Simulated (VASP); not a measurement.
W: single point with r2SCAN

W:

```xyz
1
Lattice="-1.6174 1.6174 1.6174 1.6174 -1.6174 1.6174 1.6174 1.6174 -1.6174" Properties=species:S:1:pos:R:3 pbc="T T T"
W     0.0000    0.0000    0.0000
```

The cell isn't the ideal one: a relaxed cell with its volume scaled by 1.06.

```yaml
Program: VASP 6.6.1
Task: single point
Functional: r2SCAN
Potentials_or_basis: VASP PAW PBE potentials, release 64 (W_sv)
Cutoff: 520 eV
k_mesh: 18 × 18 × 18
Occupations: gaussian, width 0.1 eV
Spin: no spin polarisation
```

```yaml
Pressure: -16.3 GPa
Band_gap_on_the_k_mesh: none (metal or under the smearing width)
```

Levels at points of the mesh, in eV from the Fermi level:
```
           k point  band 5  band 6  band 7  band 8  band 9  band 10
(0.00, 0.00, 0.00)   -9.73   -1.16   -1.16   -1.16    2.43     2.43
(0.50, 0.00, 0.00)   -6.11   -3.42    0.34    2.23    3.21     5.78
(0.50, 0.50, 0.50)   -5.46   -5.46    4.89    4.89    4.89     8.04
```

It took 88 s on 1 thread of Intel(R) Xeon(R) 6975P-C (Granite Rapids), on a shared host, peak memory 0.18 GiB.

Caveat: so large a pressure means that the cell lies far from this level's equilibrium, or that cutoff or potentials fall short; the potentials were made for another functional, which shifts forces and pressure. Spin-orbit coupling is left out, which matters for the levels of W.
